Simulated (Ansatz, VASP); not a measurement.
Te2Pt in VASP and in Ansatz

```
Te Pt
1.0
     4.04697    0.00000    0.00000
    -2.02348    3.50478    0.00000
     0.00000    0.00000    5.47844
Te Pt
2 1
Direct
  0.66667 0.33333 0.75086
  0.33333 0.66667 0.24914
  0.00000 0.00000 0.00000
```

The cell is a database's computed one.

Alike in both runs: task relaxation of cell and atoms; functional PBE; k mesh 12 × 12 × 8; occupations gaussian, width 0.1 eV; no spin polarisation.

```csv
,VASP,Ansatz
version,VASP 6.6.1,Ansatz 0.2.0
potentials or method,"VASP PAW PBE potentials, release 64 (Te, Pt)","scalar-relativistic, plane waves, PAW"
plane-wave cutoff (eV),600,420
valence electrons in the cell,22,50
```

```tsv
	VASP	Ansatz	Ansatz less VASP
gap on the k mesh at the Fermi level, each at its own relaxed structure (eV)	none	none	-
relaxed volume (Å³/atom)	25.96	26.00	+0.040
relaxed cell length with the largest relative difference (Å)	5.381	5.388	+0.0079
energy change over the relaxation (meV/atom)	-3	-4	-0.4
```

A gap of «none» marks a metal or a gap that the smearing closes. The two sets of potentials don't hold the same shells in valence. Ansatz warned: «structure_snapped_to_symmetry».

The runs have no spin-orbit coupling, so splittings on Pt, Te are missing.
